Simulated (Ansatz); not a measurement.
## SnO: gap on mesh against displacement

All results are calculated (Ansatz 0.2.0). One atom of a crystal moved along a line, all else fixed, by plane-wave density functional theory with PAW datasets, the gap read on the k mesh, zero where bands cross the Fermi level.

The cell before atoms are moved (space group Pmn2_1, No. 31):
```
SnO
1.0
      3.3156     0.0000     0.0000
      0.0000     5.7050     0.0000
      0.0000     0.0000     3.8942
Sn O
2 2
Direct
  0.00000 0.23380 0.52620
  0.50000 0.76620 0.02620
  0.00000 0.88540 0.72380
  0.50000 0.11460 0.22380
```

Settings of every row: functional PBEsol; dispersion none; spin none; wave cutoff 420 eV; k mesh 8x6x8; occupations gaussian; smearing width 0.05 eV; k shift 0x0x0; start relaxed; moved atom 1; direction 0.70711, -0.70711, 0 Cartesian unit vector.

Limits: semilocal functionals tend to give too small a gap; no spin-orbit coupling, which shifts gaps with heavier elements (SnO); the cell comes from a prototype or a list of computed structures and needn't be the stable phase.

| row | displacement (Å) | gap on mesh (eV) |
| --- | --- | --- |
| 1 | -0.2 | 1.06 |
| 2 | -0.15 | ? |
| 3 | -0.1 | 1.156 |
| 4 | -0.05 | 1.2 |
| 5 | 0 | 1.24 |
| 6 | 0.05 | 1.275 |
| 7 | 0.1 | 1.304 |
| 8 | 0.15 | 1.328 |
| 9 | 0.175 | 1.337 |
| 10 | 0.2 | 1.344 |

Question: what gap on mesh should row 2 give?

Worked fit of gap on mesh. Take t = displacement, in Å. The shown rows have t = -0.2, -0.1, -0.05, 0, 0.05, 0.1, 0.15, 0.175, 0.2. Least squares give gap on mesh = 1.2399 + 0.7196 × t − 0.94 × t² eV; a straight line predicts inner rows, each left out in turn, worse (root mean square 0.013 against 0.0019 eV). The rows lie off it by 0.002, -0.003, -0.002, 0.000, 0.001, 0.002, 0.001, 0.000, -0.002. The withheld row has t = -0.15, so the fit gives 1.2399 + 0.7196 × (-0.15) − 0.94 × (-0.15)² = 1.111 eV.

The calculation gave 1.109 eV. The fit lies 0.002 eV (0.7 % of the column's range) above it; its largest miss of a shown row is 0.003 eV.
